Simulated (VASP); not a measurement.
A run of VASP 6.6.1:

Contents of INCAR:

```
SYSTEM = Sc
PREC = Accurate ; ENCUT = 520
EDIFF = 1E-6 ; ISMEAR = 1
SIGMA = 0.1 ; LREAL = .FALSE.
LASPH = .TRUE. ; NELM = 100
ALGO = Normal ; ISIF = 2
LWAVE = .FALSE. ; LCHARG = .FALSE.
METAGGA = R2SCAN ; LMIXTAU = .TRUE.
IVDW = 12 ; VDW_S6 = 1.0
VDW_S8 = 0.78981345 ; VDW_A1 = 0.49484001
VDW_A2 = 5.73083694 ; NBANDS = 12
```

Contents of KPOINTS:

```
Automatic mesh
0
G
  10 10 10
  0 0 0
```

Contents of POSCAR:

```
Sc
1.0
   -1.9670251594      1.9670251594      1.7622358896
    1.9670251594     -1.9670251594      1.7622358896
    1.9670251594      1.9670251594     -1.7622358896
Sc
1
Direct
    0.0000000000      0.0000000000      0.0000000000
```

Potentials or basis: VASP PAW PBE potentials, release 64 (Sc_sv).

Command:

```console
$ cat potpaw_PBE.64/Sc_sv/POTCAR > POTCAR
$ mpirun -np 1 vasp_std > vasp.out
```

Hardware: 1 thread of Intel(R) Xeon(R) Platinum 8175M CPU @ 2.50GHz (Skylake/Cascade Lake) (shared host).

**Question.** How long does it take, and how much memory?

**Answer.** Run time: 2.6 min on 1 thread of Intel(R) Xeon(R) Platinum 8175M CPU @ 2.50GHz (Skylake/Cascade Lake), on a shared host, peak memory 0.17 GiB. Counts: scf iterations 19, k points 102.
